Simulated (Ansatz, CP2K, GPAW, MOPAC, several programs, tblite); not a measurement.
**InSe (C2/m) from semi-empirical methods to plane-wave DFT**

InSe (C2/m) from a database of computed structures, relaxed with r2SCAN+rVV10 in Ansatz, was computed with several methods. Space group C2/m (No. 12), monoclinic; conventional cell a = 11.759 Å, b = 4.110 Å, c = 4.698 Å, β = 110.3°, 26.61 Å³ an atom. In is surrounded by 3 Se at 2.68–2.69 Å and 1 In at 2.79 Å; Se is surrounded by 3 In at 2.68–2.69 Å. (Simulation; spin polarisation is off.)

```xyz
4
Lattice="5.8791 -2.0549 0.0681 5.8791 2.0549 0.0681 -1.6833 0.0000 4.3859" Properties=species:S:1:pos:R:3 pbc="T T T"
In   -0.2936    0.0000    4.2484
In   10.3685    0.0000    0.2738
Se    3.4374    0.0000    1.5859
Se    6.6375    0.0000    2.9363
```

Gaps and times are for a single point on this cell; volume and bulk modulus come from each method's own relaxation or energy curve at fixed shape, which is too stiff where a cell has free coordinates or axes. Times are rough, from shared hosts (Arm Neoverse V2), and each method has its own mesh and cell size. A double dagger marks a value from a curve with shape and coordinates held. The energy curve of PM7 (MOPAC) is jagged, so its SCF state, and with it the gap, is in doubt. PM6 (MOPAC), PM7 (MOPAC), GFN2-xTB (tblite) treat a cluster of cells at its zone centre, which samples few k points: where these miss a band edge, the gap comes out too large for that reason alone. Gaps from k meshes are read at a limited set of points (mesh, symmetry points, PBE's band edges), so each method's own least gap may be somewhat smaller. xTB and the PM methods were fitted mostly to molecules, and can miss a solid's gap by electronvolts. Minimal bases can be far off for gaps. Curves at held shape can't give the bulk modulus of a layered or molecular crystal, so none is listed. GLLB-SC's gap includes the derivative discontinuity. d marks a direct gap, i an indirect one (no mark: not told apart), a dash a value that wasn't computed or didn't pass its checks.

```json
{"method": "PM6 (MOPAC)", "kind": "semi-empirical", "gap (eV)": "5.60", "own volume (Å³/atom)": "–", "bulk modulus (GPa)": "–", "atoms computed": "32", "processor time": "0.96 s"}
{"method": "light PBE (260 eV and a coarse mesh)", "kind": "light plane-wave", "gap (eV)": "0.89 i", "own volume (Å³/atom)": "–", "bulk modulus (GPa)": "–", "atoms computed": "4", "processor time": "2 s"}
{"method": "GFN2-xTB (tblite)", "kind": "tight binding", "gap (eV)": "0.81", "own volume (Å³/atom)": "–", "bulk modulus (GPa)": "–", "atoms computed": "32", "processor time": "2.2 s"}
{"method": "PM7 (MOPAC)", "kind": "semi-empirical", "gap (eV)": "4.49", "own volume (Å³/atom)": "–", "bulk modulus (GPa)": "–", "atoms computed": "32", "processor time": "4.2 s"}
{"method": "PBE/single zeta (GPAW)", "kind": "small basis", "gap (eV)": "0.90 i", "own volume (Å³/atom)": "–", "bulk modulus (GPa)": "–", "atoms computed": "4", "processor time": "7.9 s"}
{"method": "PBE/SZV (CP2K)", "kind": "small basis", "gap (eV)": "1.21 i", "own volume (Å³/atom)": "–", "bulk modulus (GPa)": "–", "atoms computed": "4", "processor time": "12 s"}
{"method": "PBE", "kind": "semilocal", "gap (eV)": "0.91 i", "own volume (Å³/atom)": "–", "bulk modulus (GPa)": "–", "atoms computed": "4", "processor time": "14 s"}
{"method": "r2SCAN", "kind": "semilocal", "gap (eV)": "1.27 i", "own volume (Å³/atom)": "–", "bulk modulus (GPa)": "–", "atoms computed": "4", "processor time": "30 s"}
{"method": "PBE/DZVP (CP2K)", "kind": "small basis", "gap (eV)": "0.90 i", "own volume (Å³/atom)": "28.13‡", "bulk modulus (GPa)": "–", "atoms computed": "4", "processor time": "34 s"}
{"method": "GLLB-SC (GPAW)", "kind": "model potential", "gap (eV)": "1.60", "own volume (Å³/atom)": "–", "bulk modulus (GPa)": "–", "atoms computed": "4", "processor time": "44 s"}
```

Against r2SCAN (1.27 eV) and with closed or daggered gaps left aside, the nearest gap at the points sampled is that of PBE/SZV (CP2K) (-0.06 eV) and the farthest that of PM6 (MOPAC) (+4.33 eV). r2SCAN is only a yardstick of convenience: semilocal gaps usually lie below measured ones, which GLLB-SC and hybrids aim to mend.

Runs without a result: GFN1-xTB (tblite) (single point).

Spin-orbit coupling is left out, which matters wherever the heavy atoms make up the band edges.
